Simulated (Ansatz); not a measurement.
Two inputs for SiO2

This input was run with Ansatz:

```yaml
crystal:
  lattice:
    - [7.16, 0.0, 0.0]
    - [0.0, 7.16, 0.0]
    - [0.0, 0.0, 7.16]
  atoms:
    - { symbol: Si, position: [0.2807079341, 0.2807079341, 0.2807079341] }
    - { symbol: Si, position: [0.2192920659, 0.7192920659, 0.7807079341] }
    - { symbol: Si, position: [0.7807079341, 0.2192920659, 0.7192920659] }
    - { symbol: Si, position: [0.7192920659, 0.7807079341, 0.2192920659] }
    - { symbol: Si, position: [1.0205836046, 1.0205836046, 1.0205836046] }
    - { symbol: Si, position: [0.4794163954, -0.0205836046, 0.5205836046] }
    - { symbol: Si, position: [0.5205836046, 0.4794163954, -0.0205836046] }
    - { symbol: Si, position: [-0.0205836046, 0.5205836046, 0.4794163954] }
    - { symbol: O, position: [0.150538717, 0.150538717, 0.150538717] }
    - { symbol: O, position: [0.349461283, 0.849461283, 0.650538717] }
    - { symbol: O, position: [0.650538717, 0.349461283, 0.849461283] }
    - { symbol: O, position: [0.849461283, 0.650538717, 0.349461283] }
    - { symbol: O, position: [0.6398195976, 0.6615806253, 0.0434337271] }
    - { symbol: O, position: [0.8601804024, 0.3384193747, 0.5434337271] }
    - { symbol: O, position: [0.1398195976, 0.8384193747, 0.9565662729] }
    - { symbol: O, position: [0.3601804024, 0.1615806253, 0.4565662729] }
    - { symbol: O, position: [0.0434337271, 0.6398195976, 0.6615806253] }
    - { symbol: O, position: [0.5434337271, 0.8601804024, 0.3384193747] }
    - { symbol: O, position: [0.9565662729, 0.1398195976, 0.8384193747] }
    - { symbol: O, position: [0.4565662729, 0.3601804024, 0.1615806253] }
    - { symbol: O, position: [0.6615806253, 0.0434337271, 0.6398195976] }
    - { symbol: O, position: [0.3384193747, 0.5434337271, 0.8601804024] }
    - { symbol: O, position: [0.8384193747, 0.9565662729, 0.1398195976] }
    - { symbol: O, position: [0.1615806253, 0.4565662729, 0.3601804024] }
kpoints:
  mp_grid: { grid: [1, 1, 1] }
scf:
  occupations: { method: fermi_dirac, width: 0.02 }
hamiltonian:
  xc: pbe
  pseudopotentials: { kind: paw, frozen_core: stored }
output:
  forces: true
  stress: true
  populations: true
  efg: { quadrupole_moments_barn: { O: -0.02558 } }
total_charge: -1
```

It converged. Of its output the block on the nuclei alone is shown, without the SCF iterations, energies, forces and stress (one atom of each set):

```
--- PAW observables at the nuclei: V_zz in 10²¹ V/m², potentials from the cell's mean, atoms counted from 1 ---
  atom   1  Si V_zz =    +0.326309   η = 0.0000   by run symmetry: allowed
            electrostatic potential = -1352.900732 V   contact ρ = none
  atom   5  Si V_zz =    -0.109806   η = 0.0000   by run symmetry: allowed
            electrostatic potential = -1352.905053 V   contact ρ = none
  atom   9  O  V_zz =   +10.820173   η = 0.0000   by run symmetry: allowed   C_q = -6.6925 MHz
            electrostatic potential = -617.505428 V   contact ρ = none
  atom  13  O  V_zz =    +9.852657   η = 0.1759   by run symmetry: allowed   C_q = -6.0941 MHz
            electrostatic potential = -617.532199 V   contact ρ = none
```

(1) Can these gradients be trusted, and how do they compare with a run on standard settings?

## Answers

(1) Not as converged values. Against the standard input the change is `total_charge`: not typed → -1; `kpoints.mp_grid.grid`: [3, 3, 3] → [1, 1, 1]. A site carries the number of its first atom; V_zz in 10²¹ V/m².

```
site  atom  V_zz standard  η standard  V_zz here  η here
 Si1     1           0.38        0.00       0.33    0.00
 Si5     5          -0.13        0.00      -0.11    0.00
  O9     9          10.95        0.00      10.82    0.00
 O13    13           9.98        0.18       9.85    0.18
```

The largest change of V_zz is on O13, from 9.98 to 9.85. In per cent, |V_zz| changes by -1 on O (all sites that start above 2). The changed cell holds a charge of -1 on a uniform background, so it isn't the neutral crystal. It has an odd number of electrons and no spin polarisation, so the extra carrier is shared by both spins and spread out, where a real one carries spin and can localise. The gap no longer holds the Fermi energy in the changed run, so its gradients also hang on the k-mesh and the smearing. In the changed run the k-mesh is coarser than the standard one, so its values aren't converged ones.
